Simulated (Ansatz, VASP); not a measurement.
## ZnS (Sphalerite) in two plane-wave programs

Wanted: the spread between two codes on one cell, functional and k mesh. The cell is taken from a series of VASP runs on this material, whose earlier steps may have relaxed, scaled or displaced it; both programs get it as it stands.

Calculated with Ansatz 0.2.0; plane waves, with VASP 6.6.1 beside it; relaxation of cell and atoms at r2SCAN.

## Step 1: Starting point

The structure is cubic, space group F-43m (No. 216). The conventional cell has a = 5.380 Å, b = 5.380 Å, c = 5.380 Å, α = 90.00°, β = 90.00°, γ = 90.00°. Zn has 4 S at 2.33 Å nearest. Nearest to S lie 4 Zn at 2.33 Å. Farther neighbours and most contacts between anions are not listed.

## Step 2: Ansatz: relaxation of cell and atoms, r2SCAN

Ansatz runs on its default PAW (the set named soft_2) files.

The relaxed volume is the usual yardstick between codes: its relative difference is about their pressure difference at one cell divided by the bulk modulus.

The input, input.yaml:

```yaml
crystal:
  lattice:
    - [0.0, 2.6901991913, 2.6901991913]
    - [2.6901991913, 0.0, 2.6901991913]
    - [2.6901991913, 2.6901991913, 0.0]
  atoms:
    - { symbol: Zn, position: [0.0, 0.0, 0.0] }
    - { symbol: S, position: [0.75, 0.75, 0.75] }
hamiltonian:
  xc: r2scan
  pseudopotentials: { kind: paw }
kpoints:
  mp_grid: { grid: [8, 8, 8] }
scf:
  occupations: { method: gaussian, width: 0.03 }
relax:
  f_tol: 0.01
  max_steps: 60
  cell: { stress_tol: 0.05 }
output:
  forces: true
  stress: true
```

Command:

```sh
$ ansatz run input.yaml --threads 4 --pin off --max-ram 9216MiB --backend cpu --events-out ev --progress --plain --runs-dir out
```

Numbers of over 12 decimals in the logs are rounded to 6 here.

Output:

```text
Engine: ansatz 0.2.0, aarch64-unknown-linux-gnu
Pseudopotentials: kind: paw
Pseudopotential: Zn, paw, valence charge 12, recommended cutoff 500 eV (meta_gga), Zn.paw.azcp
Pseudopotential: S, paw, valence charge 6, recommended cutoff 500 eV (meta_gga), S.paw.azcp
Functional definition: r2SCAN
  parameter k0 = 0.174
  parameter k1 = 0.065
  parameter a1 = 4.9479
  exchange = r2scan_x(k0 = k0, k1 = k1, a1 = a1)
  correlation = r2scan_c
Crystal: 2 atoms, lattice volume = 38.939 Å³
Basis set: ecut = 500 eV, 965 PW (Γ), exchange–correlation on 120×120×120 points (64 copies of the dense FFT grid, shifted against one another)
Bands: 13, of which v1, the nominal top of the filled ones, is band 9 counted from 1 (8 counted from 0)
Symmetry: 24 space group operations
Space group: F-43m (ITA 216), of the structure as read, at distance tolerance 3.4e-5 Å
k-points: 29 of 512 (time reversal used)
Non-local potential: Zn, projectors of the file, l = 0: 2, l = 1: 2, l = 2: 3, l = 3: 1
Non-local potential: S, projectors of the file, l = 0: 2, l = 1: 2, l = 2: 2
PAW form: soft (Blöchl's): semilocal exchange-correlation on the pseudo side does not see the compensation charge
PAW frozen core: Zn, regenerated for the run's functional (the file was generated under x = pbe(κ = 0.804, μ = 0.219515), c = pbe(β = 0.066725))
PAW frozen core: S, regenerated for the run's functional (the file was generated under x = pbe(κ = 0.804, μ = 0.219515), c = pbe(β = 0.066725))
PAW one-centre angular grid: Zn, 590 points (default); XC on 261 of its mesh's 2673 points in the sphere
PAW one-centre angular grid: S, 302 points (default); XC on 160 Gauss nodes
Initial density: superposition of atomic densities (neutral atoms: chi_scale 0, normalization atom), corrected by the library's trained network
Initial wavefunctions: pseudopotential atomic-orbital guess
Functional: x = r2scan, c = r2scan; τ floored in thin density (d = 2e-4 eV/Å³)
SCF iter   1: F=—  HF=-4233.451983 eV  |F-HF|=—  |Δ(HF+E_count)|=         —  Δρ=1.56e-2  dr2=4.71e-2  dr2_τ=6.75e-3  ethr=1.77e-3  ⟨swp⟩=6.0  Hψ=2355  notcnv=0
preconditioner: auto → none  [insulator: Δε(μ)=2.709 eV  Ē_g=13.113 eV  σ=0.030 eV  W_gap=1.00  n_scr=14 (ndim 8)  ℏωp=25.2 eV  f_vac=0.026  D(μ)=0.00/eV (n_scr^D=0)  ε∞_Penn≈4.7]
SCF iter   2: F=—  HF=-4233.455002 eV  |F-HF|=—  |Δ(HF+E_count)|=   3.02e-3  Δρ=4.70e-3  dr2=8.53e-3  dr2_τ=3.55e-4  ethr=2.62e-4  ⟨swp⟩=2.6  Hψ=988  notcnv=0
SCF iter   3: F=—  HF=-4233.449727 eV  |F-HF|=—  |Δ(HF+E_count)|=   5.28e-3  Δρ=2.92e-3  dr2=1.36e-3  dr2_τ=8.43e-6  ethr=4.74e-5  ⟨swp⟩=2.1  Hψ=729  notcnv=0
SCF iter   4: F=—  HF=-4233.450058 eV  |F-HF|=—  |Δ(HF+E_count)|=   3.31e-4  Δρ=2.77e-4  dr2=4.69e-5  dr2_τ=2.51e-6  ethr=7.58e-6  ⟨swp⟩=2.2  Hψ=878  notcnv=0
SCF iter   5: F=—  HF=-4233.450042 eV  |F-HF|=—  |Δ(HF+E_count)|=   1.66e-5  Δρ=1.29e-4  dr2=5.94e-6  dr2_τ=7.49e-8  ethr=2.60e-7  ⟨swp⟩=2.0  Hψ=450  notcnv=0
SCF iter   6: F=-4233.450041 eV  HF=-4233.450041 eV  |F-HF|=7.53e-9  |Δ(HF+E_count)|=   7.26e-7  Δρ=7.58e-6  dr2=1.39e-8  dr2_τ=1.83e-9  ethr=5.56e-10  ⟨swp⟩=3.7  Hψ=1672  notcnv=0
SCF 1 converged in 6 iterations: F = -4233.450041 eV  dr2 = 1.39e-8
  greatest PAW one-centre occupation: 0.983 electrons in one spin orbital (limit 2), on the Zn atom at site 0 (counted from 0), in its partial waves of l = 2
relax step   1: F+E_penalty+E_count = -4233.45004108 eV  Δ(F+E_penalty+E_count) = +0.000e0 eV  max|allowed force component| = 1.573e-16 eV/Å  Δτ_max = 0.0000 Å  P = +0.386 GPa  Ω = 38.939 Å³  (6 SCF iters, dr2 threshold 1.00e-7 eV, accepted)
[...]
relax step   2: F+E_penalty+E_count = -4233.45020470 eV  Δ(F+E_penalty+E_count) = -1.636e-4 eV  max|allowed force component| = 7.401e-17 eV/Å  Δτ_max = 0.0000 Å  P = +0.155 GPa  Ω = 39.051 Å³  energy of the carried Pulay correction = -2.569e-5 eV  (3 SCF iters, dr2 threshold 2.00e-7 eV, accepted)
[...]
relax step   3: F+E_penalty+E_count = -4233.45022470 eV  Δ(F+E_penalty+E_count) = -2.000e-5 eV  max|allowed force component| = 7.286e-17 eV/Å  Δτ_max = 0.0000 Å  P = +0.003 GPa  Ω = 39.127 Å³  energy of the carried Pulay correction = -4.298e-5 eV  (4 SCF iters, dr2 threshold 6.00e-8 eV, accepted)
[...]
relax step   4: F+E_penalty+E_count = -4233.45025765 eV  Δ(F+E_penalty+E_count) = -3.295e-5 eV  max|allowed force component| = 6.014e-17 eV/Å  Δτ_max = 0.0000 Å  P = +0.003 GPa  Ω = 39.127 Å³  stress off target by 3.46e-3 GPa  SCF on the basis re-selected at this cell (its energy is not comparable with the rows above)  (5 SCF iters)
basis re-selected at this cell: Δ(F+E_penalty+E_count) = -3.295e-5 eV, ΔP = +0.001 GPa vs the last step (what re-selecting the basis moved, of the pressure what is left beyond the Pulay correction that the steps carried, after the strain that the cell walked since its last selection, with what the two solves' SCF thresholds leave and, on support functions, any second-order correction that the steps lacked; it is no m [...]
SCF converged after 5 iterations
Free energy (F): -4233.450258 eV
Harris-Foulkes:  -4233.450258 eV  (|F-HF|=0.00e0)
Internal energy: -4233.450258 eV  (E = F + TS)
E sigma→0 (E₀):  -4233.450258 eV
Fermi energy:    6.969864 eV
--- Per-component energies (eV) ---
  E_band       = -1.102740
  E_kinetic    = 237.561132
  E_local      = -2041.140132  (includes V_loc(G=0)·N_el)
  E_nonlocal   = 646.587495
  E_hartree    = 856.384869
  E_xc         = -215.802358
  E_vxc        = -148.249131  (∫ρ·V_xc dr)
  E_paw        = -2459.888806  (= ΣΔE_a)
  E_vpaw       = -415.967879  (= ΣTr[D̂ρ^β])
  E_aug_tail   = -0.000075  (compensation charges beyond the density's cutoff)
  E_vtau       = 7.336104  (kinetic-family band-sum trace: ∫τ·v_τ [+ j·A + Jᵃ·Aᵃ] dr)
  E_ewald      = -1256.859998
  E_core_change = -0.292385  (= ΣΔE_core)
  E_smearing   = -0.000000  (= −TS)
  E_closure    = 0.000000  (closes the sum)
  Σ components = -4233.450258   (vs F -4233.450258, Δ=0.00e0)
--- Forces (eV/Å), atoms counted from 1 ---
  atom   1  Zn     0.00000000     0.00000000     0.00000000
  atom   2  S      0.00000000    -0.00000000    -0.00000000
  max |Σ_I F_I| component: 1.85e-17 eV/Å
--- Stress (GPa, compression-positive) ---
        0.003462      -0.000000      -0.000000
        0.000000       0.003462       0.000000
       -0.000000       0.000000       0.003462
  P = ⅓ Tr σ = 0.0035 GPa (0.035 kbar)
--- Relaxed structure (3 steps of the walk, 3 accepted, 1 SCFs on fresh bases) ---
  F+E_penalty+E_count = -4233.45025765 eV   max|allowed force component| = 6.014e-17 eV/Å   (the final SCF, on the basis selected at the relaxed cell)
  cell:  # Å, volume = 39.1267 Å³
    - [0, 2.694517, 2.694517]
    - [2.694517, 0, 2.694517]
    - [2.694517, 2.694517, 0]
  atoms:
    - { symbol: Zn, position: [0, 0, 0] }
    - { symbol: S, position: [0.75, 0.75, 0.75] }
```

Run time: 3.6 s. Hardware: 4 threads of Arm Neoverse V1, shared host; peak memory 0.45 GiB.

## Step 3: VASP: relaxation of cell and atoms, r2SCAN

The same cell, functional, mesh and smearing now go to VASP, with its own data sets and cutoff.

Lines of VASP's logs that name or quote its potential files are left out, and so is its time.

The input, INCAR:

```
SYSTEM = ZnS
PREC = Accurate
ENCUT = 500
EDIFF = 1E-07
NELM = 100
ISMEAR = 0
SIGMA = 0.03
LREAL = .FALSE.
ALGO = Normal
METAGGA = R2SCAN
LASPH = .TRUE.
NBANDS = 15
LORBIT = 11
LWAVE = .FALSE.
LCHARG = .FALSE.
KPAR = 4
IBRION = 2
NSW = 50
ISIF = 3
EDIFFG = -0.002
```

The input, POSCAR:

```
ZnS
1.0
    0.0000000000      2.6901991913      2.6901991913
    2.6901991913      0.0000000000      2.6901991913
    2.6901991913      2.6901991913      0.0000000000
Zn S
1 1
Direct
    0.0000000000      0.0000000000      0.0000000000
    0.7500000000      0.7500000000      0.7500000000
```

The input, KPOINTS:

```
Automatic mesh
0
Gamma
8 8 8
0 0 0
```

PAW data sets: Zn and S (PBE family, release 64).

Command:

```sh
$ mpirun -np 4 vasp_std
```

Output:

```text
[banner, memory and clock lines left out]
running    4 mpi-ranks, on    1 nodes
 distrk:  each k-point on    1 cores,    4 groups
 distr:  one band on    1 cores,    1 groups

 POSCAR found type information on POSCAR ZnS
 POSCAR found :  2 types and       2 ions
|                                                                             |
|               ----> ADVICE to this user running VASP <----                  |
|                                                                             |
|     You enforced a specific xc type in the INCAR file but a different       |
|     [... a line on the potential file left out ...]
|     I HOPE YOU KNOW WHAT YOU ARE DOING!                                     |
|                                                                             |

 LDA part: xc-table for (None), standard interpolation
 POSCAR, INCAR and KPOINTS ok, starting setup
 FFT: planning ... GRIDC
 FFT: planning ... GRID_SOFT
 FFT: planning ... GRID
 WAVECAR not read
 entering main loop
       N       E                     dE             d eps       ncg     rms          rms(c)
DAV:   1     0.752979543734E+02    0.75298E+02   -0.91454E+03   870   0.142E+03
DAV:   2    -0.161837822188E+02   -0.91482E+02   -0.86761E+02   954   0.271E+02
DAV:   3    -0.218786833134E+02   -0.56949E+01   -0.56697E+01  1087   0.676E+01
DAV:   4    -0.219342181540E+02   -0.55535E-01   -0.55523E-01  1045   0.699E+00
DAV:   5    -0.219348530991E+02   -0.63495E-03   -0.63493E-03  1136   0.715E-01    0.728E+00
DAV:   6    -0.188788732913E+02    0.30560E+01   -0.15416E+00   947   0.400E+01    0.649E+00
DAV:   7    -0.188485358282E+02    0.30337E-01   -0.43995E-01  1087   0.112E+01    0.375E+00
DAV:   8    -0.188640703440E+02   -0.15535E-01   -0.32475E-02   954   0.179E+00    0.118E+00
DAV:   9    -0.188656128188E+02   -0.15425E-02   -0.31162E-03  1130   0.133E+00    0.102E-01
DAV:  10    -0.188657247161E+02   -0.11190E-03   -0.86447E-04   975   0.320E-01    0.723E-02
DAV:  11    -0.188657676067E+02   -0.42891E-04   -0.20561E-04  1172   0.389E-01    0.264E-02
DAV:  12    -0.188657702639E+02   -0.26572E-05   -0.60455E-05  1080   0.205E-01    0.109E-02
DAV:  13    -0.188657713043E+02   -0.10404E-05   -0.61687E-06  1144   0.524E-02    0.489E-03
DAV:  14    -0.188657748084E+02   -0.35041E-05   -0.14309E-06  1024   0.110E-02    0.152E-03
DAV:  15    -0.188657750102E+02   -0.20177E-06   -0.47307E-08   540   0.247E-03    0.114E-03
DAV:  16    -0.188657752102E+02   -0.20000E-06   -0.11873E-08   470   0.143E-03    0.233E-04
DAV:  17    -0.188657752873E+02   -0.77148E-07   -0.21154E-09   477   0.517E-04
   1 F= -.18865775E+02 E0= -.18865775E+02  d E =-.188658E+02
[...]
2 F= -.18865843E+02 E0= -.18865843E+02  d E =-.681996E-04
[...]
3 F= -.18865929E+02 E0= -.18865929E+02  d E =-.153457E-03
 curvature:  -0.16 expect dE=-0.941E-05 dE for cont linesearch -0.941E-05
 ZBRENT: interpolating
 opt :   0.7089  next Energy=   -18.865950 (dE=-0.175E-03)
 bond charge predicted
       N       E                     dE             d eps       ncg     rms          rms(c)
DAV:   1    -0.188663514744E+02   -0.42269E-03   -0.46196E-03  1045   0.152E+00    0.146E-01
DAV:   2    -0.188659542350E+02    0.39724E-03   -0.96879E-04  1073   0.943E-01    0.589E-02
DAV:   3    -0.188659226603E+02    0.31575E-04   -0.34157E-05  1010   0.529E-02    0.270E-02
DAV:   4    -0.188659176080E+02    0.50523E-05   -0.51209E-06  1151   0.283E-02    0.125E-02
DAV:   5    -0.188659217554E+02   -0.41474E-05   -0.19734E-06  1268   0.198E-02    0.244E-03
DAV:   6    -0.188659223211E+02   -0.56569E-06   -0.50936E-07   891   0.664E-03    0.120E-03
DAV:   7    -0.188659221144E+02    0.20667E-06   -0.11416E-08   456   0.204E-03    0.461E-04
DAV:   8    -0.188659220746E+02    0.39852E-07   -0.64423E-09   435   0.891E-04
   4 F= -.18865922E+02 E0= -.18865922E+02  d E =-.146787E-03
 curvature:  -0.36 expect dE=-0.296E-07 dE for cont linesearch -0.296E-07
 trial: gam=-0.01073 g(F)=  0.319E-43 g(S)=  0.821E-07 ort = 0.757E-05 (trialstep = 0.942E+00)
 search vector abs. value=  0.110E-09
 reached required accuracy - stopping structural energy minimisation
```

Parts of OUTCAR (step 3):

```text
ion  position               nearest neighbor table
   1  0.000  0.000  0.000-   2 2.33   2 2.33   2 2.33   2 2.33
   2  0.750  0.750  0.750-   1 2.33   1 2.33   1 2.33   1 2.33

  LATTYP: Found a face centered cubic cell.
 ALAT       =     5.3803983826

 Subroutine GETGRP returns: Found 24 space group operations
 (whereof 24 operations were pure point group operations)

The static configuration has the point symmetry T_d .

 Found     29 irreducible k-points:

   k-points           NKPTS =     29   k-points in BZ     NKDIM =     29   number of bands    NBANDS=     15

   dimension x,y,z NGX =    28 NGY =   28 NGZ =   28
   dimension x,y,z NGXF=    56 NGYF=   56 NGZF=   56

   ENCUT  =  500.0 eV  36.75 Ry    6.06 a.u.   6.94  6.94  6.94*2*pi/ulx,y,z

   NELECT =      18.0000    total number of electrons

 k-points in reciprocal lattice and weights: Automatic mesh
   0.00000000  0.00000000  0.00000000       0.002
   0.12500000  0.00000000  0.00000000       0.016
   0.25000000  0.00000000  0.00000000       0.016
   0.37500000  0.00000000  0.00000000       0.016
   0.50000000  0.00000000  0.00000000       0.008
   0.12500000  0.12500000  0.00000000       0.012
   0.25000000  0.12500000  0.00000000       0.047
   0.37500000  0.12500000  0.00000000       0.047
   0.50000000  0.12500000  0.00000000       0.047
[...]
-0.37500000  0.50000000  0.12500000       0.023
  -0.25000000  0.50000000  0.25000000       0.012

 average (electrostatic) potential at core
       1 -41.7221       2 -91.5490

 E-fermi :   2.0891

 k-point     1 :       0.0000    0.0000    0.0000
  band No.  band energies     occupation
    ...
      5      -4.0685      2.00000
      6      -4.0685      2.00000
      7       1.9072      2.00000
      8       1.9072      2.00000
      9       1.9072      2.00000
     10       4.6197      0.00000
     11       8.8034      0.00000
     12       8.8036      0.00000
     13       8.8036      0.00000
     14      14.2206      0.00000
    ...

 k-point     2 :       0.1250    0.0000    0.0000
  band No.  band energies     occupation
    ...
      5      -4.0701      2.00000
      6      -4.0701      2.00000
      7       0.8152      2.00000
      8       1.7550      2.00000
      9       1.7550      2.00000
     10       5.4097      0.00000
     11       8.7079      0.00000
     12       9.0687      0.00000
     13       9.0688      0.00000
     14      13.6068      0.00000
    ...

 k-point     3 :       0.2500    0.0000    0.0000
  band No.  band energies     occupation
    ...
      5      -4.0669      2.00000
      6      -4.0669      2.00000
      7      -0.9621      2.00000
      8       1.4220      2.00000
      9       1.4220      2.00000
     10       5.9416      0.00000
     11       9.3953      0.00000
     12       9.4402      0.00000
     13       9.4404      0.00000
     14      13.4167      0.00000
    ...

  Total        0.0010651      0.0010651      0.0010651      0.0000000      0.0000000      0.0000000
  in kB        0.0436029      0.0436029      0.0436029      0.0000000      0.0000000      0.0000000
  external PRESSURE =       0.0436029 kB  Pullay stress =       0.0000000 kB

  energy-cutoff  :      500.00
  volume of cell :       39.14
      direct lattice vectors                 reciprocal lattice vectors
    -0.000000000  2.694714702  2.694714702    -0.185548399  0.185548399  0.185548399
     2.694714702 -0.000000000  2.694714702     0.185548399 -0.185548399  0.185548399
     2.694714702  2.694714702  0.000000000     0.185548399  0.185548399 -0.185548399

 POSITION                                       TOTAL-FORCE (eV/Angst)
 -----------------------------------------------------------------------------------
      5.38943      2.69471      2.69471        -0.000000      0.000000     -0.000000
      4.04207      4.04207      4.04207         0.000000     -0.000000      0.000000
 -----------------------------------------------------------------------------------
    total drift:                               -0.000011     -0.000011     -0.000011

  FREE ENERGIE OF THE ION-ELECTRON SYSTEM (eV)
  ---------------------------------------------------
  free  energy   TOTEN  =       -18.8659220746 eV

  energy  without entropy=      -18.8659220746  energy(sigma->0) =      -18.86592207

 reached required accuracy - stopping structural energy minimisation

 total charge
# of ion       s       p       d       tot
------------------------------------------
    1        0.503   0.481   9.818  10.802
    2        1.302   2.469   0.000   3.772
--------------------------------------------------
tot          1.805   2.950   9.818  14.574

[... 3 further parts left out ...]
```

CONTCAR:

```
ZnS
   1.00000000000000
    -0.0000000000000000    2.6947147020357614    2.6947147020357614
     2.6947147020357614   -0.0000000000000000    2.6947147020357614
     2.6947147020357614    2.6947147020357614    0.0000000000000000
  Zn              S
     1     1
Direct
     0.0000000000000000    1.0000000000000000    1.0000000000000000
     0.7500000000000000    0.7500000000000000    0.7500000000000000
```

## Step 4: Comparison

Known differences besides the potentials themselves: VASP keeps PBE cores, Ansatz makes them for the functional; both relaxations stop at a tolerance, which leaves soft axes loose, and VASP keeps its plane-wave basis; Ansatz adds a Pulay correction to the stress that steers its cell, VASP none. Total energies have different zeros and are not compared.

Both answers:

| quantity | Ansatz | VASP | difference |
| --- | --- | --- | --- |
| volume (Å³) | 39.13 | 39.14 | -0.02 % |
| edge a after relaxation, in the typed setting (Å) | 3.811 | 3.811 | -0.01 % |

The walks stopped with 0.00 GPa left in Ansatz and 0.00 GPa in VASP; each walk ends within a tolerance, so the volume difference is uncertain by about these residues over the bulk modulus, most in soft cells.

## Step 5: Outcome

| Item | Value |
| --- | --- |
| difference in volume (relaxation of cell and atoms, r2SCAN) | -0.022 % |

In words: The difference in volume is -0.022 % (relaxation of cell and atoms, r2SCAN), within the 1.2 % picked in this series as the mark of a large difference, as far as the stopping tolerances let one tell. Such differences can come from data sets, numerical settings and the points named under the comparisons, not from the functional's error against experiment.

[Lines on the potential files, build, host, timing and source positions are cut from VASP's logs without a mark.]

[Logs are printed without paths, hosts, clocks, repeated set-up lines and the standing remarks that a program may print on its own settings, such as how far it seeks lower states.]

[Hosts, paths, dates, database ids (printed as entryN), source tags and the programs' standing remarks are cut or masked in the printed files.]
